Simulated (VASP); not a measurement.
# Si16Ge (a cell with a defect) in VASP: notebook

Runs on Si16Ge (a cell with a defect). Level: PBE+D3(BJ). Tasks: single point, relaxation of the atoms.

All numbers are computed with VASP 6.6.1; they aren't measurements. Logs are shortened: lines on timing, memory, paths and dates and some standing lists are left out, and cuts for length are marked.

### 1 Starting point

The cell holds a defect, 17 atoms: a = 7.679 Å, b = 7.679 Å, c = 7.679 Å, α = 60.00°, β = 60.00°, γ = 60.00°.

The cell was built by a generator and needn't be a form met in nature.

### 2 Single point, PBE+D3(BJ)

INCAR

```
PREC = Accurate
ENCUT = 520
EDIFF = 1E-7
ISMEAR = 0
SIGMA = 0.05
LREAL = Auto
LASPH = T
NELM = 100
ALGO = Fast
ISIF = 2
LWAVE = F
LCHARG = T
GGA = PE
IVDW = 12
LELF = T
LVHAR = T
NBANDS = 53
```

KPOINTS

```
regular mesh
0
Gamma
  2 2 2
```

POSCAR

```
Si16Ge
1.0
    0.0000000000      5.4300000000      5.4300000000
    5.4300000000      0.0000000000      5.4300000000
    5.4300000000      5.4300000000      0.0000000000
Si Ge
16 1
Direct
   -0.0040005089      0.0039893263     -0.0046165953
    0.1218460758      0.1359888051      0.1207656110
   -0.0038523426      0.0039238565      0.5040867651
    0.1272579148      0.1240200175      0.6241579482
    0.0008391907      0.4993578924     -0.0004249961
    0.1215285240      0.6207398540      0.1209152068
   -0.0040288271      0.4952382345      0.5041567147
    0.1217974709      0.6205974345      0.6361970074
    0.5050786093      0.0039877300     -0.0046800894
    0.6247857919      0.1239634376      0.1268444727
    0.5002923383     -0.0002154737      0.4998627299
    0.6248742470      0.1239851346      0.6241073507
    0.5049563033      0.4952273953     -0.0046665436
    0.6373980353      0.6207222425      0.1208349041
    0.5050620045      0.4952045502      0.5041263352
    0.6247672999      0.6267682358      0.6240703455
    0.2508393729      0.7493557268      0.2495758331
```

Potentials or basis: VASP PAW PBE potentials, release 64 (Si, Ge_d).

Command:

```bash
$ cat potpaw_PBE.64/Si/POTCAR potpaw_PBE.64/Ge_d/POTCAR > POTCAR
$ mpirun -np 1 vasp_std > vasp.out
```

OUTCAR:

```text
PREC = Accurate
   ENCUT = 520
   EDIFF = 1E-7
   ISMEAR = 0
   LREAL = Auto
   LASPH = T
   NELM = 100
   ISIF = 2
   GGA = PE
   IVDW = 12
 IVDW          = 12

 ion  position               nearest neighbor table
   1  0.996  0.004  0.995-  10 2.33   4 2.33   2 2.40   6 2.40  17 2.76
   2  0.122  0.136  0.121-   5 2.28   1 2.40   9 2.40   3 2.40  17 2.42
   3  0.996  0.004  0.504-  12 2.33   4 2.33   2 2.40   8 2.40  17 2.76
   4  0.127  0.124  0.624-   7 2.33   1 2.33   3 2.33  11 2.34
   5  0.001  0.499  1.000-   2 2.28   8 2.28   6 2.28  14 2.28
   6  0.122  0.621  0.121-   5 2.28   7 2.40   1 2.40  13 2.40  17 2.42
   7  0.996  0.495  0.504-  16 2.33   4 2.33   8 2.40   6 2.40  17 2.76
   8  0.122  0.621  0.636-   5 2.28   7 2.40  15 2.40   3 2.40  17 2.42
   9  0.505  0.004  0.995-  10 2.33  12 2.33   2 2.40  14 2.40  17 2.76
  10  0.625  0.124  0.127-   9 2.33   1 2.33  13 2.33  11 2.34
  11  0.500  1.000  0.500-  16 2.34  10 2.34  12 2.34   4 2.34
  12  0.625  0.124  0.624-   9 2.33  15 2.33   3 2.33  11 2.34
  13  0.505  0.495  0.995-  16 2.33  10 2.33   6 2.40  14 2.40  17 2.76
  14  0.637  0.621  0.121-   5 2.28   9 2.40  15 2.40  13 2.40  17 2.42
  15  0.505  0.495  0.504-  16 2.33  12 2.33   8 2.40  14 2.40  17 2.76
  16  0.625  0.627  0.624-   7 2.33  15 2.33  13 2.33  11 2.34
  17  0.251  0.749  0.250-  14 2.42   6 2.42   8 2.42   2 2.42  13 2.76  15 2.76   9 2.76   7 2.76
                             1 2.76   3 2.76

  LATTYP: Found a face centered cubic cell.
 ALAT       =    10.8600000000

  Lattice vectors:

 A1 = (   0.0000000000,   5.4300000000,   5.4300000000)
 A2 = (   5.4300000000,   0.0000000000,   5.4300000000)
 A3 = (   5.4300000000,   5.4300000000,   0.0000000000)

Analysis of symmetry for initial positions (statically):
=====================================================================
 Subroutine PRICEL returns:
 Original cell was already a primitive cell.

 Routine SETGRP: Setting up the symmetry group for a
 face centered cubic supercell.

 Subroutine GETGRP returns: Found  1 space group operations
 (whereof  1 operations were pure point group operations)
 out of a pool of 48 trial point group operations.

The static configuration has the point symmetry C_1 .

Analysis of symmetry for dynamics (positions and initial velocities):
=====================================================================
 Subroutine PRICEL returns:
 Original cell was already a primitive cell.

 Routine SETGRP: Setting up the symmetry group for a
 face centered cubic supercell.

 Subroutine GETGRP returns: Found  1 space group operations
 (whereof  1 operations were pure point group operations)
 out of a pool of 48 trial point group operations.

The dynamic configuration has the point symmetry C_1 .

 Subroutine INISYM returns: Found  1 space group operations
 (whereof  1 operations are pure point group operations),
 and found     1 'primitive' translations

----------------------------------------------------------------------------------------

                                     Primitive cell

  volume of cell :     320.2060

  direct lattice vectors                    reciprocal lattice vectors
     0.000000000  5.430000000  5.430000000    -0.092081031  0.092081031  0.092081031
     5.430000000  0.000000000  5.430000000     0.092081031 -0.092081031  0.092081031
     5.430000000  5.430000000  0.000000000     0.092081031  0.092081031 -0.092081031

  length of vectors
     7.679179644  7.679179644  7.679179644     0.159489025  0.159489025  0.159489025

  position of ions in fractional coordinates (direct lattice)
     0.995999491  0.003989326  0.995383405
     0.121846076  0.135988805  0.120765611
     0.996147657  0.003923857  0.504086765
     0.127257915  0.124020018  0.624157948
     0.000839191  0.499357892  0.999575004
     0.121528524  0.620739854  0.120915207
[... 9 lines left out ...]
     0.624767300  0.626768236  0.624070346
     0.250839373  0.749355727  0.249575833

  ion indices of the primitive-cell ions
   primitive index   ion index
[... 59 lines left out ...]
     50       9.8171      0.00000
     51       9.9743      0.00000

 k-point     3 :       0.0000    0.5000    0.0000
  band No.  band energies     occupation
      1     -18.2533      2.00000
      2     -18.2532      2.00000
      3     -18.2532      2.00000
      4     -18.2396      2.00000
      5     -18.2394      2.00000
      6      -6.1928      2.00000
[... 43 lines left out ...]
     50       9.8174      0.00000
     51       9.9770      0.00000

 k-point     4 :       0.0000    0.0000    0.5000
  band No.  band energies     occupation
      1     -18.2533      2.00000
      2     -18.2532      2.00000
      3     -18.2532      2.00000
      4     -18.2396      2.00000
      5     -18.2394      2.00000
      6      -6.1927      2.00000
[... 43 lines left out ...]
     50       9.8174      0.00000
     51       9.9766      0.00000

 k-point     5 :       0.5000    0.5000    0.5000
  band No.  band energies     occupation
      1     -18.2533      2.00000
      2     -18.2532      2.00000
      3     -18.2532      2.00000
      4     -18.2396      2.00000
      5     -18.2394      2.00000
      6      -6.1927      2.00000
[... 43 lines left out ...]
     50       9.8175      0.00000
     51       9.9754      0.00000

 k-point     6 :       0.5000    0.5000    0.0000
  band No.  band energies     occupation
      1     -18.2533      2.00000
      2     -18.2532      2.00000
      3     -18.2532      2.00000
      4     -18.2396      2.00000
      5     -18.2394      2.00000
      6      -6.0865      2.00000
[... 43 lines left out ...]
     50      10.3298      0.00000
     51      10.3311      0.00000

 k-point     7 :       0.0000    0.5000    0.5000
  band No.  band energies     occupation
      1     -18.2533      2.00000
      2     -18.2532      2.00000
      3     -18.2532      2.00000
      4     -18.2396      2.00000
      5     -18.2394      2.00000
      6      -6.0868      2.00000
[... 43 lines left out ...]
     50      10.3305      0.00000
     51      10.3314      0.00000

 k-point     8 :       0.5000    0.0000    0.5000
  band No.  band energies     occupation
      1     -18.2533      2.00000
      2     -18.2532      2.00000
      3     -18.2532      2.00000
      4     -18.2396      2.00000
      5     -18.2394      2.00000
      6      -6.0866      2.00000
[... 43 lines left out ...]
     50      10.3298      0.00000
     51      10.3311      0.00000
 [bands above 51 left out]

------------------------ aborting loop because EDIFF is reached ----------------------------------------

 Edisp (eV)   -5.66653

 E8    (eV) :    -2.3554

  FORCE on cell =-STRESS in cart. coord.  units (eV):
  Direction    XX          YY          ZZ          XY          YZ          ZX
  --------------------------------------------------------------------------------------
  -------------------------------------------------------------------------------------
  Total       7.41468     7.43368     7.43500    -0.00006     0.00016    -0.00016
  in kB      37.09996    37.19504    37.20163    -0.00031     0.00081    -0.00080
  external pressure =       37.17 kB  Pullay stress =        0.00 kB

 VOLUME and BASIS-vectors are now :
 -----------------------------------------------------------------------------
  energy-cutoff  :      520.00
  volume of cell :      320.21
      direct lattice vectors                 reciprocal lattice vectors
     0.000000000  5.430000000  5.430000000    -0.092081031  0.092081031  0.092081031
     5.430000000  0.000000000  5.430000000     0.092081031 -0.092081031  0.092081031
     5.430000000  5.430000000  0.000000000     0.092081031  0.092081031 -0.092081031

 POSITION                                       TOTAL-FORCE (eV/Angst)
 -----------------------------------------------------------------------------------
      5.42659     10.81321      5.42994        -0.001649     -0.002823      0.000357
      1.39418      1.31738      1.40004         0.001160      0.000775     -0.001716
      2.75850      8.14627      5.43039         0.001016      0.000476      0.000471
      4.06261      4.08019      1.36444        -0.005294      0.004527      0.004251
      8.13921      5.43225      2.71607         0.004918     -0.002024     -0.000710
      4.02719      1.31647      4.03052        -0.000647      0.000565      0.001083
[... 9 lines left out ...]
      6.79205      6.78119      6.79584         0.003454     -0.003037      0.002145
      5.42420      2.71725      5.43106         0.002066     -0.000838     -0.000350
 -----------------------------------------------------------------------------------
    total drift:                               -0.004562      0.001200     -0.000054

  FREE ENERGIE OF THE ION-ELECTRON SYSTEM (eV)
  ---------------------------------------------------
  free  energy   TOTEN  =       -92.3635703557 eV

  energy  without entropy=      -92.3529961006  energy(sigma->0) =      -92.35828323
```

Run time: 5.8 min. Hardware: 1 thread of Intel Xeon Platinum 8559C (Emerald Rapids), shared host; peak memory 0.5 GiB.

What came out:

| Quantity | Value |
| --- | --- |
| Free energy | -92.3636 eV |
| Pressure | 3.7 GPa |
| Largest force | 0.008 eV/Å |
| Band gap on the k mesh | none (metal or under the smearing width) |
| Dispersion energy per atom | -0.333 eV |

Forces in eV/Å, atoms in the order of the input:
```
Si  -0.002 -0.003  0.000
Si   0.001  0.001 -0.002
Si   0.001  0.000  0.000
Si  -0.005  0.005  0.004
Si   0.005 -0.002 -0.001
Si  -0.001  0.001  0.001
Si  -0.001  0.001 -0.003
Si   0.001 -0.001  0.001
Si  -0.001  0.000  0.003
Si   0.004  0.002 -0.003
Si   0.001  0.000  0.000
Si  -0.004 -0.004 -0.004
Si  -0.004  0.000  0.000
Si  -0.001  0.001  0.001
Si   0.000  0.003  0.000
Si   0.003 -0.003  0.002
Ge   0.002 -0.001  0.000
```

Caveat: the k mesh is coarse (spacing up to 0.50 Å⁻¹), so the values aren't converged.

### 3 Relaxation of the atoms, PBE+D3(BJ)

INCAR

```
PREC = Accurate
ENCUT = 520
EDIFF = 1E-7
ISMEAR = 0
SIGMA = 0.05
LREAL = Auto
LASPH = True
NELM = 100
ALGO = Fast
ISIF = 2
LWAVE = False
LCHARG = False
GGA = PE
IVDW = 12
IBRION = 2
NSW = 80
EDIFFG = -0.03
```

KPOINTS is that of step 2.

POSCAR

```
Si16Ge
1.0
    0.0000000000      5.4300000000      5.4300000000
    5.4300000000      0.0000000000      5.4300000000
    5.4300000000      5.4300000000      0.0000000000
Si Ge
16 1
Direct
    0.0000000000      0.0000000000      0.0000000000
    0.1250000000      0.1250000000      0.1250000000
    0.0000000000      0.0000000000      0.5000000000
    0.1250000000      0.1250000000      0.6250000000
    0.0000000000      0.5000000000      0.0000000000
    0.1250000000      0.6250000000      0.1250000000
    0.0000000000      0.5000000000      0.5000000000
    0.1250000000      0.6250000000      0.6250000000
    0.5000000000      0.0000000000      0.0000000000
    0.6250000000      0.1250000000      0.1250000000
    0.5000000000      0.0000000000      0.5000000000
    0.6250000000      0.1250000000      0.6250000000
    0.5000000000      0.5000000000      0.0000000000
    0.6250000000      0.6250000000      0.1250000000
    0.5000000000      0.5000000000      0.5000000000
    0.6250000000      0.6250000000      0.6250000000
    0.2594415000      0.7428544000      0.2453130000
```

Potentials or basis: VASP PAW PBE potentials, release 64 (Si, Ge_d).

Command:

```bash
$ cat potpaw_PBE.64/Si/POTCAR potpaw_PBE.64/Ge_d/POTCAR > POTCAR
$ mpirun -np 1 vasp_std > vasp.out
```

It took 14 min on 1 thread of Intel Xeon Platinum 8559C (Emerald Rapids), shared host; peak memory 0.57 GiB.

Results (log left out):

* Free energy: -92.3632 eV
* Energy gained by relaxing: 20.9 meV/atom
* Ionic steps: 8
* Pressure after relaxing: 3.7 GPa
* Largest force after relaxing: 0.025 eV/Å
* Band gap on the k mesh: none (metal or under the smearing width)
* Dispersion energy per atom: -0.333 eV

Forces in eV/Å, atoms in the order of the input:
```
Si  -0.005  0.004 -0.006
Si   0.001 -0.008  0.013
Si  -0.004  0.002 -0.002
Si   0.003 -0.003 -0.002
Si   0.005 -0.003 -0.002
Si  -0.009  0.006  0.004
Si  -0.003 -0.005  0.005
Si  -0.003  0.012 -0.006
Si  -0.007  0.008 -0.003
Si  -0.001 -0.004  0.003
Si  -0.001  0.001  0.001
Si   0.003  0.002  0.003
Si   0.006  0.002  0.003
Si  -0.002 -0.007 -0.009
Si  -0.006 -0.004  0.007
Si  -0.001  0.003 -0.004
Ge   0.023 -0.009 -0.004
```

Step by step:
| step | energy change (eV) | largest force (eV/Å) | pressure (GPa) |
| --- | --- | --- | --- |
| 1 | 0.0000 | 2.0442 | 4.78 |
| 2 | -0.3447 | 0.3270 | 3.76 |
| 3 | -0.3448 | 0.3675 | 3.75 |
| 4 | -0.3537 | 0.1238 | 3.71 |
| 5 | -0.3539 | 0.0958 | 3.71 |
| 6 | -0.3556 | 0.0549 | 3.72 |
| 7 | -0.3558 | 0.0361 | 3.72 |
| 8 | -0.3560 | 0.0254 | 3.71 |

Final structure:
```yaml
crystal:
  lattice:
    - [0.00000, 5.43000, 5.43000]
    - [5.43000, 0.00000, 5.43000]
    - [5.43000, 5.43000, 0.00000]
  atoms:
    - { symbol: Si, position: [0.99562, 0.00419, 0.99557] }
    - { symbol: Si, position: [0.12173, 0.13497, 0.12161] }
    - { symbol: Si, position: [0.99576, 0.00420, 0.50430] }
    - { symbol: Si, position: [0.12690, 0.12429, 0.62434] }
    - { symbol: Si, position: [0.00212, 0.49839, 0.99895] }
    - { symbol: Si, position: [0.12091, 0.62098, 0.12098] }
    - { symbol: Si, position: [0.99557, 0.49552, 0.50429] }
    - { symbol: Si, position: [0.12154, 0.62143, 0.63553] }
    - { symbol: Si, position: [0.50493, 0.00413, 0.99546] }
    - { symbol: Si, position: [0.62444, 0.12405, 0.12721] }
    - { symbol: Si, position: [0.49984, 0.00013, 0.50008] }
    - { symbol: Si, position: [0.62452, 0.12419, 0.62425] }
    - { symbol: Si, position: [0.50492, 0.49526, 0.99527] }
    - { symbol: Si, position: [0.63867, 0.62049, 0.12047] }
    - { symbol: Si, position: [0.50494, 0.49540, 0.50424] }
    - { symbol: Si, position: [0.62440, 0.62727, 0.62407] }
    - { symbol: Ge, position: [0.25263, 0.74796, 0.24869] }
```

Levels at points of the mesh, in eV from the Fermi level:
| k point | band 36 | band 37 | band 38 | band 39 | band 40 | band 41 | band 42 | band 43 |
| --- | --- | --- | --- | --- | --- | --- | --- | --- |
| (0.00, 0.00, 0.00) | -0.81 | -0.81 | -0.81 | -0.27 | -0.26 | -0.25 | 0.01 | 0.01 |
| (0.50, 0.00, 0.00) | -1.54 | -1.49 | -1.49 | -0.34 | 0.51 | 0.52 | 0.86 | 0.86 |
| (0.00, 0.50, 0.00) | -1.54 | -1.49 | -1.48 | -0.34 | 0.50 | 0.52 | 0.86 | 0.86 |
| (0.00, 0.00, 0.50) | -1.54 | -1.49 | -1.48 | -0.34 | 0.50 | 0.52 | 0.86 | 0.86 |
| (0.50, 0.50, 0.50) | -1.54 | -1.49 | -1.48 | -0.34 | 0.51 | 0.52 | 0.86 | 0.86 |
| (0.50, 0.50, 0.00) | -2.09 | -1.92 | -1.32 | 0.05 | 0.79 | 1.03 | 1.03 | 1.04 |
| (0.00, 0.50, 0.50) | -2.09 | -1.92 | -1.32 | 0.05 | 0.79 | 1.03 | 1.04 | 1.04 |
| (0.50, 0.00, 0.50) | -2.09 | -1.92 | -1.32 | 0.05 | 0.79 | 1.03 | 1.03 | 1.04 |

Caveat: the k mesh is coarse (spacing up to 0.50 Å⁻¹), so the values aren't converged.

### 4 Single point, PBE+D3(BJ)

INCAR

```
SYSTEM = Si16Ge
PREC = Accurate
ENCUT = 520
EDIFF = 1E-6
ISMEAR = 0
SIGMA = 0.05
LREAL = Auto
LASPH = .True.
NELM = 100
ALGO = Fast
ISIF = 2
LWAVE = .False.
LCHARG = .False.
GGA = PE
IVDW = 12
NBANDS = 53
```

KPOINTS

```
regular mesh
0
Gamma
  2 2 2
  0 0 0
```

POSCAR

```
Si16Ge
1.0
    0.0000000000      5.4300000000      5.4300000000
    5.4300000000      0.0000000000      5.4300000000
    5.4300000000      5.4300000000      0.0000000000
Si Ge
16 1
Direct
   -0.0040005525      0.0039893186     -0.0046165746
    0.1218459484      0.1359888582      0.1207656538
   -0.0038523941      0.0039238490      0.5040868324
    0.1272579190      0.1240199816      0.6241579190
    0.0008391344      0.4993579190     -0.0004249540
    0.1215284530      0.6207398711      0.1209151934
   -0.0040289134      0.4952383057      0.5041567219
    0.1217974217      0.6205974217      0.6361970534
    0.5050786372      0.0039876611     -0.0046801105
    0.6247857274      0.1239634438      0.1268444751
    0.5002922652     -0.0002154696      0.4998627993
    0.6248742173      0.1239850829      0.6241073665
    0.5049562615      0.4952273481     -0.0046665746
    0.6373980663      0.6207221915      0.1208348987
    0.5050619705      0.4952045120      0.5041264273
    0.6247672192      0.6267683241      0.6240703499
    0.2508394107      0.7493556169      0.2495758748
```

Command:

```bash
$ cat potpaw_PBE.64/Si/POTCAR potpaw_PBE.64/Ge_d/POTCAR > POTCAR
$ mpirun -np 1 vasp_std > vasp.out
```

Run time: 5.1 min. Hardware: 1 thread of Intel Xeon Platinum 8559C (Emerald Rapids), shared host; peak memory 0.5 GiB.

The run converged. Its results:

- Free energy: -92.3636 eV
- Pressure: 3.7 GPa
- Largest force: 0.008 eV/Å
- Band gap on the k mesh: none (metal or under the smearing width)
- Dispersion energy per atom: -0.333 eV

Forces in eV/Å, atoms in the order of the input:
```
Si  -0.002 -0.003  0.000
Si   0.001  0.001 -0.002
Si   0.001  0.000  0.001
Si  -0.005  0.004  0.004
Si   0.005 -0.002 -0.001
Si  -0.001  0.000  0.001
Si  -0.001  0.001 -0.003
Si   0.001 -0.001  0.001
Si  -0.001  0.000  0.003
Si   0.004  0.002 -0.003
Si   0.001  0.000  0.000
Si  -0.004 -0.004 -0.004
Si  -0.004  0.000  0.000
Si  -0.001  0.001  0.001
Si   0.000  0.004  0.000
Si   0.003 -0.003  0.002
Ge   0.002 -0.001  0.000
```

Levels at points of the mesh, in eV from the Fermi level:
```csv
k point,band 35,band 36,band 37,band 38,band 39,band 40,band 41,band 42,band 43,band 44
"(0.00, 0.00, 0.00)",-1.77,-0.81,-0.81,-0.81,-0.26,-0.26,-0.26,0.01,0.01,0.41
"(0.50, 0.00, 0.00)",-1.54,-1.54,-1.48,-1.48,-0.34,0.51,0.51,0.86,0.86,1.23
"(0.00, 0.50, 0.00)",-1.54,-1.54,-1.48,-1.48,-0.34,0.51,0.51,0.86,0.86,1.23
"(0.00, 0.00, 0.50)",-1.54,-1.54,-1.48,-1.48,-0.34,0.51,0.51,0.86,0.86,1.23
"(0.50, 0.50, 0.50)",-1.54,-1.54,-1.48,-1.48,-0.34,0.51,0.51,0.86,0.86,1.23
"(0.50, 0.50, 0.00)",-2.09,-2.09,-1.92,-1.32,0.05,0.79,1.03,1.03,1.04,1.90
"(0.00, 0.50, 0.50)",-2.09,-2.09,-1.92,-1.32,0.05,0.79,1.03,1.03,1.04,1.91
"(0.50, 0.00, 0.50)",-2.09,-2.09,-1.92,-1.32,0.05,0.79,1.03,1.03,1.04,1.91
```

Caveat: the k mesh is coarse (spacing up to 0.50 Å⁻¹), so the values aren't converged.
